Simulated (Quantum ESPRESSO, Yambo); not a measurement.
An input for Yambo 5.3.0 (AlN (F-43m)):

```
optics
bss
bse
em1s
dipoles
rim_cut
RandQpts= 1000000
RandGvec= 1 RL
Chimod= "HARTREE"
BSKmod= "SEX"
BSEmod= "resonant"
BSSmod= "d"
BSENGexx= 30 Ry
BSENGBlk= 6 Ry
% BSEQptR
 2 | 2 |
%
% BSEBands
 2 | 8 |
%
% BEnRange
 0 | 9 | eV
%
% BDmRange
 0.1 | 0.1 | eV
%
BEnSteps= 181
% BLongDir
 1 | 0 | 0 |
%
% BndsRnXs
 1 | 44 |
%
NGsBlkXs= 6 Ry
% LongDrXs
 1 | 1 | 1 |
%
% KfnQP_E
 1.39 | 1.0 | 1.0 |
%
WRbsWF
```

```sh
OMP_NUM_THREADS=1 mpirun -n 8 yambo -F bse7.in -J bse7,bse3_W -C bse7 > bse7.log
```

The stored states that it reads are on a 6×6×6 mesh. Symmetry: F-43m, No. 216, cubic system. Conventional cell: a = 4.368 Å, b = 4.368 Å, c = 4.368 Å, α = 90.00°, β = 90.00°, γ = 90.00°. Nearest to Al lie 4 N at 1.89 Å. Nearest to N lie 4 Al at 1.89 Å. Farther neighbours and most contacts between anions are not listed.

**Question.** Estimate wall time and host memory on 8 MPI ranks of AMD EPYC 7R43, shared host.

It took 58 s; on shared hardware allow 29 s to 1.9 min. Peak host memory was 4.0 GiB.

The kernel grows as the square of the matrix size, and full diagonalisation as its cube.

[Paths, hosts, dates, memory and timing lines, banners, echoed tables and standing remarks are left out of the program output.]

[Logs are printed without paths, hosts, clocks, repeated set-up lines and the standing remarks that a program may print on its own settings, such as how far it seeks lower states.]

[Runs of the session that timed out or met a known fault of the program may be left out.]

[Hosts, paths, dates, database ids (printed as entryN), source tags and the programs' standing remarks are cut or masked in the printed files.]
